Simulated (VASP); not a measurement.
Wanted: the native input for a VASP 6.6.1 run.

```
Task                   : band structure
Functional             : PBE
Potentials or basis    : VASP PAW PBE potentials, release 54 (Au, Cu)
Cutoff                 : 500 eV
k mesh                 : 7 × 7 × 7
Occupations            : fermi-dirac, width 0.05 eV
Spin                   : no spin polarisation
Further INCAR settings : ALGO = Normal; EDIFF = 1e-06; NBANDS = 30
```

The system is Cu3Au (Auricupride).

```
CELL_PARAMETERS angstrom
3.74000 0.00000 0.00000
0.00000 3.74000 0.00000
0.00000 0.00000 3.74000
ATOMIC_POSITIONS crystal
Au 0.00000 0.00000 0.00000
Cu 0.50000 0.50000 0.00000
Cu 0.50000 0.00000 0.50000
Cu 0.00000 0.50000 0.50000
```

One way to write it, as run:

POSCAR

```
Cu3Au
1.0
    3.7400000000      0.0000000000      0.0000000000
    0.0000000000      3.7400000000      0.0000000000
    0.0000000000      0.0000000000      3.7400000000
Au Cu
1 3
Direct
    0.0000000000      0.0000000000      0.0000000000
    0.5000000000      0.5000000000      0.0000000000
    0.5000000000      0.0000000000      0.5000000000
    0.0000000000      0.5000000000      0.5000000000
```

INCAR.step1

```
SYSTEM = Cu3Au
  PREC = Accurate
  ENCUT = 500
  EDIFF = 1E-6
  ISMEAR = -1
  SIGMA = 0.05
  LREAL = .False.
  LASPH = .True.
  NELM = 80
  ALGO = Normal
  ISIF = 2
  LWAVE = .False.
  LCHARG = .True.
  LMAXMIX = 4
  GGA = PE
  NBANDS = 30
```

KPOINTS.step1

```
regular mesh
0
Gamma
  7 7 7
  0 0 0
```

INCAR.step2

```
SYSTEM = Cu3Au
  PREC = Accurate
  ENCUT = 500
  EDIFF = 1E-6
  ISMEAR = 0
  SIGMA = 0.05
  LREAL = .False.
  LASPH = .True.
  NELM = 80
  ALGO = Normal
  ISIF = 2
  LWAVE = .False.
  LCHARG = .False.
  LMAXMIX = 4
  GGA = PE
  NBANDS = 30
  ICHARG = 11
```

KPOINTS.step2

```
path GXMGRX,MR
15
line-mode
reciprocal
 0.0000000000  0.0000000000  0.0000000000  G
 0.0000000000  0.5000000000  0.0000000000  X

 0.0000000000  0.5000000000  0.0000000000  X
 0.5000000000  0.5000000000  0.0000000000  M

 0.5000000000  0.5000000000  0.0000000000  M
 0.0000000000  0.0000000000  0.0000000000  G

 0.0000000000  0.0000000000  0.0000000000  G
 0.5000000000  0.5000000000  0.5000000000  R

 0.5000000000  0.5000000000  0.5000000000  R
 0.0000000000  0.5000000000  0.0000000000  X

 0.5000000000  0.5000000000  0.0000000000  M
 0.5000000000  0.5000000000  0.5000000000  R
```

Potentials or basis: VASP PAW PBE potentials, release 54 (Au, Cu).

The run is started by

```console
$ cat potpaw_PBE.54/Au/POTCAR potpaw_PBE.54/Cu/POTCAR > POTCAR
$ cp INCAR.step1 INCAR
$ cp KPOINTS.step1 KPOINTS
$ mpirun -np 1 vasp_std > vasp.out
$ cp INCAR.step2 INCAR
$ cp KPOINTS.step2 KPOINTS
$ mpirun -np 1 vasp_std > vasp.out
```

Results of the run:

```
Band gap along the path : none (metal or under the smearing width)
```

Caveat: the log is that of the step along the path at fixed density, whose energy, stress, charges and moments have no meaning; spin-orbit coupling is left out, which moves the levels of the heavy elements.

Wall time 60 s on 1 thread of Intel(R) Xeon(R) Platinum 8488C (Sapphire Rapids), on a shared host, peak memory 0.23 GiB.
